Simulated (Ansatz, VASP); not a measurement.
## One calculation of GaSb3, two programs

Contents of INCAR:

```
ALGO     = Fast           # electronic algorithm
EDIFF    = 1E-6           # SCF threshold, eV
ENCUT    = 520            # plane-wave cutoff, eV
GGA      = PE             # functional
ISIF     = 2              # what is computed and relaxed
ISMEAR   = 0              # smearing method
IVDW     = 12             # dispersion correction
LASPH    = True           # aspherical terms in the spheres
LCHARG   = False          # write CHGCAR
LREAL    = False          # projectors in reciprocal space
LWAVE    = False          # write WAVECAR
NBANDS   = 22             # bands
NELM     = 100            # most SCF steps
PREC     = Accurate       # precision mode
SIGMA    = 0.15           # smearing width, eV
```

KPOINTS

```
k-points
0
Gamma
  12 12 12
```

File POSCAR:

```
GaSb3
1.0
    0.0000000000      3.6478901011      3.6478901011
    3.6478901011      0.0000000000      3.6478901011
    3.6478901011      3.6478901011      0.0000000000
Ga Sb
1 3
Direct
    0.0000000000      0.0000000000      0.0000000000
    0.2500000000      0.2500000000      0.2500000000
    0.7500000000      0.7500000000      0.7500000000
    0.5000000000      0.5000000000      0.5000000000
```

Input for Ansatz:

```yaml
crystal:
  lattice:
    - [0.0, 3.6478901011, 3.6478901011]
    - [3.6478901011, 0.0, 3.6478901011]
    - [3.6478901011, 3.6478901011, 0.0]
  atoms:
    - { symbol: Ga, position: [0.0, 0.0, 0.0] }
    - { symbol: Sb, position: [0.25, 0.25, 0.25] }
    - { symbol: Sb, position: [0.75, 0.75, 0.75] }
    - { symbol: Sb, position: [0.5, 0.5, 0.5] }
basis:
  ecutwfc: 420
kpoints:
  mp_grid: { grid: [12, 12, 12] }
hamiltonian:
  xc: pbe
  dispersion: d3bj
scf:
  occupations: { method: gaussian, width: 0.15 }
output:
  forces: true
  stress: true
  eigenvalues: true
```

The cell comes from a database or a generator and needn't be the stable form of this composition.

Alike in both runs: task single point; functional PBE; dispersion D3(BJ); k mesh 12 × 12 × 12; occupations gaussian, width 0.15 eV; no spin polarisation.

|  | VASP | Ansatz |
| --- | --- | --- |
| version | VASP 6.6.1 | Ansatz 0.2.0 |
| potentials or method | VASP PAW PBE potentials, release 64 (Ga_d, Sb) | scalar-relativistic, plane waves, PAW |
| plane-wave cutoff (eV) | 520 | 420 |
| valence electrons in the cell | 28 | 58 |

VASP gave:

| Quantity | Value |
| --- | --- |
| gap on the k mesh at the Fermi level (eV) | none |
| pressure (GPa) | 0.3 |

**Question.** Which values does Ansatz return?

**Answer.** gap on the k mesh at the Fermi level (eV): none; pressure (GPa): 0.4.

A gap of «none» marks a metal or a gap that the smearing closes. The two sets of potentials don't hold the same shells in valence.

Caveats: pairwise dispersion overbinds metals, which lowers pressure and volume. The runs have no spin-orbit coupling, so splittings on Sb are missing.
